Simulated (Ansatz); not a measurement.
## What a change of settings does to a run on ZrS

Structure from Materials Project entry mp-1925 (possibly hypothetical), not relaxed further.

First run: DFT, LDA, all-electron LAPW, scalar-relativistic (Ansatz 0.2.0).

Command: `ansatz run input.yaml --threads 1 --pin off --max-ram 2048MiB --backend cpu --events-out ev --progress --plain --runs-dir out` The run took 16 s on 1 thread of Arm Neoverse V1, with other jobs on the host, peak memory 0.33 GiB.

```yaml
crystal:
  lattice:
    - [0.0, 2.623508, 2.623508]
    - [2.623508, 0.0, 2.623508]
    - [2.623508, 2.623508, 0.0]
  atoms:
    - { symbol: Zr, position: [0.0, 0.0, 0.0] }
    - { symbol: S, position: [0.5, 0.5, 0.5] }
kpoints:
  mp_grid: { grid: [11, 11, 11] }
  band_path:
    path:
      - [0.0, 0.0, 0.0]
      - [0.5, 0.0, 0.5]
      - [0.625, 0.25, 0.625]
      - [0.375, 0.375, 0.75]
      - [0.0, 0.0, 0.0]
      - [0.5, 0.5, 0.5]
      - [0.5, 0.25, 0.75]
      - [0.5, 0.0, 0.5]
    npoints: 5
scf:
  occupations: { method: fermi_dirac, width: 0.05 }
hamiltonian:
  xc: lda
  pseudopotentials: { kind: all_electron, lapw: { basis_error: 0.0005 } }
output:
  forces: true
  stress: true
  eigenvalues: true
```

Result: converged; pressure -8.74 GPa; no gap on the k mesh; 9 SCF iterations.

The input is then changed:

```diff
@@ -25,4 +25,5 @@
   xc: lda
   pseudopotentials: { kind: all_electron, lapw: { basis_error: 0.0005 } }
+  hubbard: { sites: [{ species: Zr, l: d, u_eff: 1.0 }], double_counting: fll }
 output:
   forces: true
```

Predict the outcome of the changed run.

It converged; pressure -7.77 GPa; no gap on the k mesh; 9 SCF iterations.

The results part of its log:

```
SCF 1 converged in 9 iterations: F = -108653.124072 eV  dr2 = 3.04e-8
NSCF: frozen V_eff on 36 k-points
SCF converged after 9 iterations
Free energy (F): -108653.124072 eV
Harris-Foulkes:  -108653.124072 eV  (|F-HF|=2.00e-8)
Internal energy: -108653.109500 eV  (E = F + TS)
E sigma→0 (E₀):  -108653.116786 eV
Entropy (-TS):   -0.014572 eV (-7.286 meV/atom)
Fermi energy:    16.086802 eV
--- Per-component energies (eV) ---
  E_band       = -4563.269097
  E_kinetic    = 111874.833354
  E_xc         = -3670.200000
  E_hubbard    = 1.089513  (on-site DFT+U / exact-exchange correction)
  E_vhub       = 0.544247  (the Hubbard potential's part of the band-sum identity)
  E_electrostatic = -216858.832367  (all electrons and nuclei)
  E_smearing   = -0.014572  (= −TS)
  E_closure    = 0.000000  (closes the sum)
  E_atoms      = -108638.336066  (free atoms, spherical and without spin; not in F)
  Σ components = -108653.124072   (vs F -108653.124072, Δ=0.00e0)
  Basis errors (estimates in eV, not in F): energy 1.9e-4 per atom: plane waves 1.7e-4 (9.5e-5 summed), levels above the bands 5.0e-52, relativity 3.5e-9, radial functions 2.3e-5, core shells 3.6e-7; eigenvalues (radial functions only) 8.9e-7; not estimated: angular momenta, meshes, grids; target (lapw.basis_error) 5.0e-4; muffin-tin radii S 1.190 Å, Zr 1.433 Å
--- Forces (eV/Å), atoms counted from 1 ---
  atom   1  Zr    -0.00000000     0.00000000    -0.00000000
  atom   2  S      0.00000000     0.00000000     0.00000000
  max |Σ_I F_I| component: 4.77e-31 eV/Å
--- Stress (GPa, compression-positive) ---
       -7.774880       0.000000       0.000000
        0.000000      -7.774880      -0.000000
        0.000000      -0.000000      -7.774880
  P = ⅓ Tr σ = -7.7749 GPa (-77.749 kbar)
--- Band table (eV; the first three rows and the last of 56) ---
  k-point 0: bands = ["-296.4157", "-296.4157", "-296.4157", "-190.2329", "-154.2338", "-154.2338", "-154.2203", "-154.2203", "-154.2203", "-135.9274", "-135.9274", "-135.9274", "-33.9486", "-11.9539", "-11.9539", "-11.9539", "0.2382", "12.5272", "12.5272", "12.5272", "14.7014", "14.7014", "14.7014", "15.4540", "15.4540", "17.7835"]
  k-point 1: bands = ["-296.4157", "-296.4157", "-296.4157", "-190.2329", "-154.2338", "-154.2338", "-154.2203", "-154.2203", "-154.2203", "-135.9274", "-135.9274", "-135.9274", "-33.9465", "-11.9827", "-11.9563", "-11.9563", "0.3438", "11.9141", "12.1433", "12.1433", "14.8848", "14.8848", "14.9244", "15.9758", "15.9758", "18.2659"]
  k-point 2: bands = ["-296.4157", "-296.4157", "-296.4157", "-190.2329", "-154.2338", "-154.2338", "-154.2203", "-154.2203", "-154.2203", "-135.9274", "-135.9274", "-135.9274", "-33.9408", "-12.0589", "-11.9629", "-11.9629", "0.6383", "10.7420", "11.4498", "11.4498", "15.2577", "15.3274", "15.3274", "17.1667", "17.1667", "19.3646"]
  k-point 55: bands = ["-296.4157", "-296.4157", "-296.4157", "-190.2316", "-154.2338", "-154.2338", "-154.2203", "-154.2203", "-154.2203", "-135.9274", "-135.9274", "-135.9273", "-33.9140", "-12.1537", "-12.1449", "-12.0652", "1.4623", "9.7711", "10.0759", "10.3362", "15.7044", "16.4747", "17.9416", "18.3749", "18.4907", "23.0636"]
Occupation matrices written to <dir>
```
